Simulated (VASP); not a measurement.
## From an Ansatz input to VASP: MgS (rocksalt)

Ansatz input

```yaml
crystal:
  lattice:
    - [0.0, 2.6015179371, 2.6015179371]
    - [2.6015179371, 0.0, 2.6015179371]
    - [2.6015179371, 2.6015179371, 0.0]
  atoms:
    - { symbol: Mg, position: [0.0, 0.0, 0.0] }
    - { symbol: S, position: [0.5, 0.5, 0.5] }
kpoints:
  mp_grid: { grid: [6, 6, 6] }
  band_path:
    path:
      - [0.0, 0.0, 0.0]
      - [0.5, 0.0, 0.5]
      - [0.5, 0.25, 0.75]
      - [0.375, 0.375, 0.75]
      - [0.5, 0.5, 0.5]
      - [0.625, 0.25, 0.625]
    npoints: 1
hamiltonian:
  xc: hse06
scf:
  occupations: { method: fixed }
  n_extra_bands: 4
output:
  forces: true
  stress: true
  eigenvalues: true
```

Question: Write VASP inputs for this cell and level of theory.

Answer: 

INCAR, step 1 (PBE orbitals to start from)

```
SIGMA = 0.01
LCHARG = .FALSE.
PREC = Accurate
LREAL = .FALSE.
GGA = PE
NELM = 120
LASPH = .TRUE.
ENCUT = 520
EDIFF = 1E-5
NBANDS = 11
LWAVE = .TRUE.
ISMEAR = 0
```

INCAR, step 2

```
SIGMA = 0.01
ISTART = 1
EDIFF = 1E-7
HFSCREEN = 0.2079
PRECFOCK = Fast
ISIF = 2
ALGO = Normal
LCHARG = .FALSE.
AEXX = 0.25
PREC = Accurate
LREAL = .FALSE.
GGA = PE
LASPH = .TRUE.
ISMEAR = 0
NBANDS = 11
NSW = 0
LWAVE = .FALSE.
LHFCALC = .TRUE.
NELM = 120
ENCUT = 520
IBRION = -1
```

KPOINTS

```
KPOINTS created by Atomic Simulation Environment
0
Gamma
6 6 6
0 0 0
```

KPOINTS_OPT

```
special points
6
Reciprocal
0.0000000000 0.0000000000 0.0000000000 1
0.5000000000 0.0000000000 0.5000000000 1
0.5000000000 0.2500000000 0.7500000000 1
0.3750000000 0.3750000000 0.7500000000 1
0.5000000000 0.5000000000 0.5000000000 1
0.6250000000 0.2500000000 0.6250000000 1
```

POSCAR

```
Mg S
 1.0000000000000000
     0.0000000000000000    2.6015179371121850    2.6015179371121850
     2.6015179371121850   -0.0000000000000000    2.6015179371121850
     2.6015179371121850    2.6015179371121850   -0.0000000000000000
 Mg  S
   1   1
Cartesian
 -0.0000000000000000 -0.0000000000000000  0.0000000000000000
  2.6015179371121850  2.6015179371121850  2.6015179371121850
```

VASP ran with the recommended PBE PAW datasets (8 valence electrons in the cell). Other inputs would serve too.

```
                             Ansatz      VASP
gap between bands v and c   3.80 eV   3.75 eV
         least direct gap   4.83 eV   4.80 eV
                 pressure  -0.4 GPa  -0.7 GPa
```

The two codes use different PAW datasets and cutoffs. VASP's cell holds 8 valence electrons and Ansatz's 16. Ansatz's stress includes a Pulay correction; VASP's doesn't.
